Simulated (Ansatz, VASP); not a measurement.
**TePb in two plane-wave programs**

One calculation is typed for both programs; each brings its own data sets and cutoff. How far apart do they land? The cell is taken from a series of VASP runs on this material, whose earlier steps may have relaxed, scaled or displaced it; both programs get it as it stands.

Program: Ansatz 0.2.0. Level of theory: plane waves, with VASP 6.6.1 beside it; relaxation of cell and atoms at LDA. Results are calculated unless marked as measured.

## 1. Starting point

The structure is cubic, space group Fm-3m (No. 225). Conventional cell: a = 6.386 Å, b = 6.386 Å, c = 6.386 Å, α = 90.00°, β = 90.00°, γ = 90.00°. Nearest to Pb lie 6 Te at 3.19 Å. Nearest to Te lie 6 Pb at 3.19 Å. Farther neighbours and most contacts between anions are not listed.

Structure file:

```
Pb Te
1.0
     0.00000    3.19304    3.19304
     3.19304    0.00000    3.19304
     3.19304    3.19304    0.00000
Pb Te
1 1
Direct
  0.00000 0.00000 0.00000
  0.50000 0.50000 0.50000
```

## 2. VASP: relaxation of cell and atoms, LDA

The relaxed volume is the usual yardstick between codes: its relative difference is about their pressure difference at one cell divided by the bulk modulus.

Lines of VASP's logs that name or quote its potential files are left out, and so is its time.

File INCAR:

```
SYSTEM = TePb
PREC = Accurate
ENCUT = 450
EDIFF = 1E-06
NELM = 100
ISMEAR = 0
SIGMA = 0.03
LREAL = .FALSE.
ALGO = Normal
GGA = CA
NBANDS = 16
LORBIT = 11
LWAVE = .FALSE.
LCHARG = .FALSE.
KPAR = 4
IBRION = 2
NSW = 50
ISIF = 3
EDIFFG = -0.01
```

File POSCAR:

```
TePb
1.0
    0.0000000000      3.1930413722      3.1930413722
    3.1930413722      0.0000000000      3.1930413722
    3.1930413722      3.1930413722      0.0000000000
Pb Te
1 1
Direct
    0.0000000000      0.0000000000      0.0000000000
    0.5000000000      0.5000000000      0.5000000000
```

File KPOINTS:

```
Automatic mesh
0
Gamma
6 6 6
0 0 0
```

Potentials, in the order of the species: Pb_d and Te (LDA family, release 64).

Run with:

```sh
mpirun -np 4 vasp_std
```

Numbers of over 12 decimals in the logs are rounded to 6 here.

The program printed:

```text
[banner, memory and clock lines left out]
running    4 mpi-ranks, on    1 nodes
 distrk:  each k-point on    1 cores,    4 groups
 distr:  one band on    1 cores,    1 groups

 POSCAR found type information on POSCAR PbTe
 POSCAR found :  2 types and       2 ions
 LDA part: xc-table for (Slater(with rela. corr.)+CA(PZ))
 , standard interpolation
 POSCAR, INCAR and KPOINTS ok, starting setup
 FFT: planning ... GRIDC
 FFT: planning ... GRID_SOFT
 FFT: planning ... GRID
 WAVECAR not read
 entering main loop
       N       E                     dE             d eps       ncg     rms          rms(c)
DAV:   1     0.143128425449E+03    0.14313E+03   -0.84556E+03   512   0.108E+03
DAV:   2     0.462474566506E+00   -0.14267E+03   -0.13942E+03   552   0.293E+02
DAV:   3    -0.866652563532E+01   -0.91290E+01   -0.91063E+01   680   0.795E+01
DAV:   4    -0.888885067920E+01   -0.22233E+00   -0.22229E+00   664   0.149E+01
DAV:   5    -0.889276758144E+01   -0.39169E-02   -0.39169E-02   752   0.155E+00    0.369E+00
DAV:   6    -0.878445105386E+01    0.10832E+00   -0.23749E-01   736   0.379E+00    0.233E+00
DAV:   7    -0.877673918377E+01    0.77119E-02   -0.65621E-02   664   0.136E+00    0.907E-01
DAV:   8    -0.877607545259E+01    0.66373E-03   -0.72041E-03   656   0.851E-01    0.123E-01
DAV:   9    -0.877603334988E+01    0.42103E-04   -0.78871E-04   800   0.270E-01    0.321E-02
DAV:  10    -0.877602821067E+01    0.51392E-05   -0.50590E-05   672   0.568E-02    0.236E-02
DAV:  11    -0.877602877429E+01   -0.56362E-06   -0.15492E-05   688   0.259E-02    0.102E-02
DAV:  12    -0.877602881475E+01   -0.40461E-07   -0.10292E-06   464   0.836E-03
   1 F= -.87760288E+01 E0= -.87760288E+01  d E =-.877603E+01
 curvature:   0.00 expect dE= 0.000E+00 dE for cont linesearch  0.000E+00
 trial: gam= 0.00000 g(F)=  0.282E-62 g(S)=  0.342E-06 ort = 0.000E+00 (trialstep = 0.100E+01)
 search vector abs. value=  0.342E-06
 reached required accuracy - stopping structural energy minimisation
```

Parts of OUTCAR (step 2):

```text
ion  position               nearest neighbor table
   1  0.000  0.000  0.000-   2 3.19   2 3.19   2 3.19   2 3.19   2 3.19   2 3.19
   2  0.500  0.500  0.500-   1 3.19   1 3.19   1 3.19   1 3.19   1 3.19   1 3.19

  LATTYP: Found a face centered cubic cell.
 ALAT       =     6.3860827444

 Subroutine GETGRP returns: Found 48 space group operations
 (whereof 48 operations were pure point group operations)

The static configuration has the point symmetry O_h .

 Found     16 irreducible k-points:

   k-points           NKPTS =     16   k-points in BZ     NKDIM =     16   number of bands    NBANDS=     16

   dimension x,y,z NGX =    32 NGY =   32 NGZ =   32
   dimension x,y,z NGXF=    64 NGYF=   64 NGZF=   64

   ENCUT  =  450.0 eV  33.07 Ry    5.75 a.u.   7.81  7.81  7.81*2*pi/ulx,y,z

   NELECT =      20.0000    total number of electrons

 k-points in reciprocal lattice and weights: Automatic mesh
   0.00000000  0.00000000  0.00000000       0.005
   0.16666667  0.00000000  0.00000000       0.037
   0.33333333  0.00000000  0.00000000       0.037
   0.50000000  0.00000000  0.00000000       0.019
   0.16666667  0.16666667  0.00000000       0.028
   0.33333333  0.16666667  0.00000000       0.111
   0.50000000  0.16666667  0.00000000       0.111
  -0.33333333  0.16666667  0.00000000       0.111
  -0.16666667  0.16666667  0.00000000       0.056
[...]
-0.33333333  0.33333333  0.16666667       0.111
  -0.33333333  0.50000000  0.16666667       0.056

 average (electrostatic) potential at core
       1 -91.3321       2 -88.8145

 E-fermi :   6.0927

 k-point     1 :       0.0000    0.0000    0.0000
  band No.  band energies     occupation
    ...
      6      -6.4703      2.00000
      7       0.3019      2.00000
      8       4.4032      2.00000
      9       4.4032      2.00000
     10       4.4032      2.00000
     11       9.9118      0.00000
     12       9.9118      0.00000
     13       9.9118      0.00000
     14      11.5849      0.00000
     15      11.5849      0.00000
    ...

 k-point     2 :       0.1667    0.0000    0.0000
  band No.  band energies     occupation
    ...
      6      -6.2217      2.00000
      7      -0.5032      2.00000
      8       4.4804      2.00000
      9       4.4804      2.00000
     10       4.8465      2.00000
     11       8.7010      0.00000
     12       8.9447      0.00000
     13       8.9447      0.00000
     14      11.4044      0.00000
     15      12.1034      0.00000
    ...

 k-point     3 :       0.3333    0.0000    0.0000
  band No.  band energies     occupation
    ...
      6      -5.5382      2.00000
      7      -2.0112      2.00000
      8       4.7126      2.00000
      9       4.7126      2.00000
     10       5.4664      2.00000
     11       7.2307      0.00000
     12       7.6095      0.00000
     13       7.6095      0.00000
     14      12.3865      0.00000
     15      13.4864      0.00000
    ...

  Total       -0.0021741     -0.0021741     -0.0021741      0.0000000      0.0000000     -0.0000000
  in kB       -0.0534987     -0.0534987     -0.0534987      0.0000000      0.0000000     -0.0000000
  external PRESSURE =      -0.0534987 kB  Pullay stress =       0.0000000 kB

  energy-cutoff  :      450.00
  volume of cell :       65.11
      direct lattice vectors                 reciprocal lattice vectors
     0.000000000  3.193041372  3.193041372    -0.156590517  0.156590517  0.156590517
     3.193041372  0.000000000  3.193041372     0.156590517 -0.156590517  0.156590517
     3.193041372  3.193041372  0.000000000     0.156590517  0.156590517 -0.156590517

 POSITION                                       TOTAL-FORCE (eV/Angst)
 -----------------------------------------------------------------------------------
      0.00000      0.00000      0.00000         0.000000     -0.000000      0.000000
      3.19304      3.19304      3.19304         0.000000      0.000000     -0.000000
 -----------------------------------------------------------------------------------
    total drift:                                0.000000     -0.000000     -0.000000

  FREE ENERGIE OF THE ION-ELECTRON SYSTEM (eV)
  ---------------------------------------------------
  free  energy   TOTEN  =        -8.7760288148 eV

  energy  without entropy=       -8.7760288148  energy(sigma->0) =       -8.77602881

 reached required accuracy - stopping structural energy minimisation

 total charge
# of ion       s       p       d       tot
------------------------------------------
    1        1.455   0.617   9.830  11.903
    2        1.384   2.003   0.022   3.410
--------------------------------------------------
tot          2.839   2.621   9.853  15.313

[... 3 further parts left out ...]
```

CONTCAR:

```
TePb
   1.00000000000000
     0.0000000000000000    3.1930413722000002    3.1930413722000002
     3.1930413722000002    0.0000000000000000    3.1930413722000002
     3.1930413722000002    3.1930413722000002    0.0000000000000000
  Pb              Te
     1     1
Direct
     0.0000000000000000    0.0000000000000000    0.0000000000000000
     0.5000000000000000    0.5000000000000000    0.5000000000000000
```

## 3. Ansatz: relaxation of cell and atoms, LDA

Ansatz runs on its default PAW (the set named soft_2) files.

The same cell, functional (in two slightly different forms), mesh and smearing now go to Ansatz, which takes its cutoff from its data sets.

File input.yaml:

```yaml
crystal:
  lattice:
    - [0.0, 3.1930413722, 3.1930413722]
    - [3.1930413722, 0.0, 3.1930413722]
    - [3.1930413722, 3.1930413722, 0.0]
  atoms:
    - { symbol: Pb, position: [0.0, 0.0, 0.0] }
    - { symbol: Te, position: [0.5, 0.5, 0.5] }
hamiltonian:
  xc: lda
  pseudopotentials: { kind: paw }
kpoints:
  mp_grid: { grid: [6, 6, 6] }
scf:
  occupations: { method: gaussian, width: 0.03 }
relax:
  f_tol: 0.01
  max_steps: 60
  cell: { stress_tol: 0.05 }
output:
  forces: true
  stress: true
  write_density: true
  write_potential: true
  elf: true
  volumetric_format: npy
```

Run with:

```sh
ansatz run input.yaml --threads 4 --pin off --max-ram 9216MiB --backend cpu --events-out ev --progress --plain --runs-dir out
```

The program printed:

```text
Engine: ansatz 0.2.0, aarch64-unknown-linux-gnu
Pseudopotentials: kind: paw
Pseudopotential: Pb, paw, valence charge 14, recommended cutoff 420 eV (normal), Pb.paw.azcp
Pseudopotential: Te, paw, valence charge 16, recommended cutoff 420 eV (normal), Te.paw.azcp
Functional definition: SPW92
  exchange = slater_x
  correlation = pw_c
Crystal: 2 atoms, lattice volume = 65.109 Å³
Basis set: ecut = 420 eV, 1243 PW (Γ)
Bands: 19, of which v1, the nominal top of the filled ones, is band 15 counted from 1 (14 counted from 0)
Symmetry: 48 space group operations
Space group: Fm-3m (ITA 225), of the structure as read, at distance tolerance 4.0e-5 Å
k-points: 16 of 216
Non-local potential: Pb, projectors of the file, l = 0: 2, l = 1: 2, l = 2: 2, l = 3: 2
Non-local potential: Te, projectors of the file, l = 0: 2, l = 1: 2, l = 2: 2, l = 3: 2
PAW form: soft (Blöchl's): semilocal exchange-correlation on the pseudo side does not see the compensation charge
PAW frozen core: Pb, regenerated for the run's functional, and the local potential with it (the file was generated under x = pbe(κ = 0.804, μ = 0.219515), c = pbe(β = 0.066725))
PAW frozen core: Te, regenerated for the run's functional, and the local potential with it (the file was generated under x = pbe(κ = 0.804, μ = 0.219515), c = pbe(β = 0.066725))
PAW one-centre angular grid: Pb, 590 points (default); XC on 64 Gauss nodes
PAW one-centre angular grid: Te, 590 points (default); XC on 64 Gauss nodes
Initial density: superposition of atomic densities (neutral atoms: chi_scale 0, normalization atom), corrected by the library's trained network
Initial wavefunctions: pseudopotential atomic-orbital guess
Functional: x = slater, c = lda
SCF iter   1: F=—  HF=-18430.274324 eV  |F-HF|=—  |Δ(HF+E_count)|=         —  Δρ=4.41e-3  dr2=6.65e-3  ethr=1.77e-3  ⟨swp⟩=6.8  Hψ=1616  notcnv=0
preconditioner: auto → none  [insulator: Δε(μ)=0.566 eV  Ē_g=14.735 eV  σ=0.030 eV  W_gap=1.00  n_scr=14 (ndim 8)  ℏωp=20.6 eV  f_vac=0.011  D(μ)=0.00/eV (n_scr^D=0)  ε∞_Penn≈3.0]
SCF iter   2: F=—  HF=-18430.270155 eV  |F-HF|=—  |Δ(HF+E_count)|=   4.17e-3  Δρ=1.81e-3  dr2=9.69e-4  ethr=2.22e-5  ⟨swp⟩=2.3  Hψ=685  notcnv=0
SCF iter   3: F=—  HF=-18430.270020 eV  |F-HF|=—  |Δ(HF+E_count)|=   1.35e-4  Δρ=3.98e-4  dr2=2.09e-4  ethr=3.23e-6  ⟨swp⟩=2.1  Hψ=485  notcnv=0
SCF iter   4: F=—  HF=-18430.269954 eV  |F-HF|=—  |Δ(HF+E_count)|=   6.52e-5  Δρ=1.40e-4  dr2=8.37e-6  ethr=6.97e-7  ⟨swp⟩=3.0  Hψ=468  notcnv=0
SCF iter   5: F=—  HF=-18430.269953 eV  |F-HF|=—  |Δ(HF+E_count)|=   1.70e-6  Δρ=2.61e-5  dr2=4.08e-7  ethr=2.79e-8  ⟨swp⟩=2.0  Hψ=544  notcnv=0
SCF iter   6: F=-18430.269953 eV  HF=-18430.269953 eV  |F-HF|=1.09e-9  |Δ(HF+E_count)|=   1.91e-7  Δρ=5.26e-6  dr2=1.24e-8  ethr=3.33e-10  ⟨swp⟩=9.0  Hψ=2022  notcnv=0
SCF 1 converged in 6 iterations: F = -18430.269953 eV  dr2 = 1.24e-8
  greatest PAW one-centre occupation: 0.999 electrons in one spin orbital (limit 2), on the Te atom at site 1 (counted from 0), in its partial waves of l = 2
relax step   1: F+E_penalty+E_count = -18430.26995253 eV  Δ(F+E_penalty+E_count) = +0.000e0 eV  max|allowed force component| = 1.203e-29 eV/Å  Δτ_max = 0.0000 Å  P = -0.118 GPa  Ω = 65.109 Å³  (6 SCF iters, dr2 threshold 1.00e-7 eV, accepted)
[...]
relax step   2: F+E_penalty+E_count = -18430.27003701 eV  Δ(F+E_penalty+E_count) = -8.447e-5 eV  max|allowed force component| = 1.265e-29 eV/Å  Δτ_max = 0.0000 Å  P = +0.053 GPa  Ω = 64.883 Å³  energy of the carried Pulay correction = +3.830e-5 eV  (6 SCF iters, accepted)
[...]
relax step   3: F+E_penalty+E_count = -18430.27003658 eV  Δ(F+E_penalty+E_count) = +4.330e-7 eV  max|allowed force component| = 1.601e-29 eV/Å  Δτ_max = 0.0000 Å  P = -0.000 GPa  Ω = 64.953 Å³  energy of the carried Pulay correction = +2.645e-5 eV  (6 SCF iters, accepted)
[...]
relax step   4: F+E_penalty+E_count = -18430.27002179 eV  Δ(F+E_penalty+E_count) = +1.478e-5 eV  max|allowed force component| = 9.203e-30 eV/Å  Δτ_max = 0.0000 Å  P = -0.000 GPa  Ω = 64.953 Å³  stress off target by 2.12e-4 GPa  SCF on the basis re-selected at this cell (its energy is not comparable with the rows above)  (8 SCF iters)
basis re-selected at this cell: Δ(F+E_penalty+E_count) = +1.478e-5 eV, ΔP = +0.000 GPa vs the last step (what re-selecting the basis moved, of the pressure what is left beyond the Pulay correction that the steps carried, after the strain that the cell walked since its last selection, with what the two solves' SCF thresholds leave and, on support functions, any second-order correction that the steps lacked; it is no m [...]
SCF converged after 8 iterations
Free energy (F): -18430.270022 eV
Harris-Foulkes:  -18430.270022 eV  (|F-HF|=7.28e-12)
Internal energy: -18430.270022 eV  (E = F + TS)
E sigma→0 (E₀):  -18430.270022 eV
Fermi energy:    9.250935 eV
--- Per-component energies (eV) ---
  E_band       = -310.399067
  E_kinetic    = 471.032211
  E_local      = -2339.497661  (includes V_loc(G=0)·N_el)
  E_nonlocal   = 49.437102
  E_hartree    = 1232.571277
  E_xc         = -343.914397
  E_vxc        = -239.479235  (∫ρ·V_xc dr)
  E_paw        = -14611.352261  (= ΣΔE_a)
  E_vpaw       = -717.033869  (= ΣTr[D̂ρ^β])
  E_aug_tail   = -0.000170  (compensation charges beyond the density's cutoff)
  E_ewald      = -2889.147071
  E_core_change = 0.600948  (= ΣΔE_core)
  E_smearing   = -0.000000  (= −TS)
  E_closure    = 0.000000  (closes the sum)
  Σ components = -18430.270022   (vs F -18430.270022, Δ=0.00e0)
--- Forces (eV/Å), atoms counted from 1 ---
  atom   1  Pb    -0.00000000    -0.00000000    -0.00000000
  atom   2  Te     0.00000000    -0.00000000    -0.00000000
  max |Σ_I F_I| component: 1.53e-29 eV/Å
--- Stress (GPa, compression-positive) ---
       -0.000212      -0.000000      -0.000000
       -0.000000      -0.000212      -0.000000
       -0.000000       0.000000      -0.000212
  P = ⅓ Tr σ = -0.0002 GPa (-0.002 kbar)
--- Band table (eV; the first three rows and the last of 16) ---
  k-point 0: bands = [... 11 lower, 3.3285, 7.4926, 7.4926, 7.4926, 13.0070, 13.0070, 13.0070, 14.7359]
  k-point 1: bands = [... 11 lower, 2.5324, 7.5702, 7.5702, 7.9277, 11.7912, 12.0451, 12.0451, 14.5301]
  k-point 2: bands = [... 11 lower, 1.0338, 7.8038, 7.8038, 8.5419, 10.3149, 10.7081, 10.7081, 15.5062]
  k-point 15: bands = [... 11 lower, 0.9306, 4.5200, 5.3815, 7.5997, 11.7267, 13.1915, 15.0083, 15.0646]
--- Relaxed structure (3 steps of the walk, 3 accepted, 1 SCFs on fresh bases) ---
  F+E_penalty+E_count = -18430.27002179 eV   max|allowed force component| = 9.203e-30 eV/Å   (the final SCF, on the basis selected at the relaxed cell)
  cell:  # Å, volume = 64.9532 Å³
    - [0, 3.190485, 3.190485]
    - [3.190485, 0, 3.190485]
    - [3.190485, 3.190485, 0]
  atoms:
    - { symbol: Pb, position: [0, 0, 0] }
    - { symbol: Te, position: [0.5, 0.5, 0.5] }
```

Run time: 3.2 s. Hardware: 4 threads of Arm Neoverse N1, shared host; peak memory 0.35 GiB.

## 4. Comparison

Known differences besides the potentials themselves: the two LDA forms differ slightly; both relaxations stop at a tolerance, which leaves soft axes loose, and VASP keeps its plane-wave basis; the data sets hold 30 valence electrons in Ansatz (default PAW (the set named soft_2) files) and 20 in VASP; the cutoff is 420 eV in Ansatz and 450 eV in VASP; VASP's log shows a relativistic correction to its local exchange, Ansatz's none; Ansatz adds a Pulay correction to the stress that steers its cell, VASP none. Total energies have different zeros and are not compared.

The two programs side by side:

| quantity | Ansatz | VASP | difference |
| --- | --- | --- | --- |
| volume (Å³) | 64.95 | 65.11 | -0.24 % |
| edge a after relaxation, in the typed setting (Å) | 4.512 | 4.516 | -0.08 % |

The walks stopped with 0.00 GPa left in Ansatz and -0.01 GPa in VASP; each walk ends within a tolerance, so the volume difference is uncertain by about these residues over the bulk modulus, most in soft cells.

## 5. What came out

| Item | Value |
| --- | --- |
| difference in volume (relaxation of cell and atoms, LDA) | -0.24 % |

**Reading.** The difference in volume is -0.24 % (relaxation of cell and atoms, LDA), within the 1.2 % picked in this series as the mark of a large difference, as far as the stopping tolerances let one tell. Such differences can come from data sets, numerical settings and the points named under the comparisons, not from the functional's error against experiment.

[Lines on the potential files, build, host, timing and source positions are cut from VASP's logs without a mark.]

[Logs are printed without paths, hosts, clocks, repeated set-up lines and the standing remarks that a program may print on its own settings, such as how far it seeks lower states.]

[Hosts, paths, dates, database ids (printed as entryN), source tags and the programs' standing remarks are cut or masked in the printed files.]
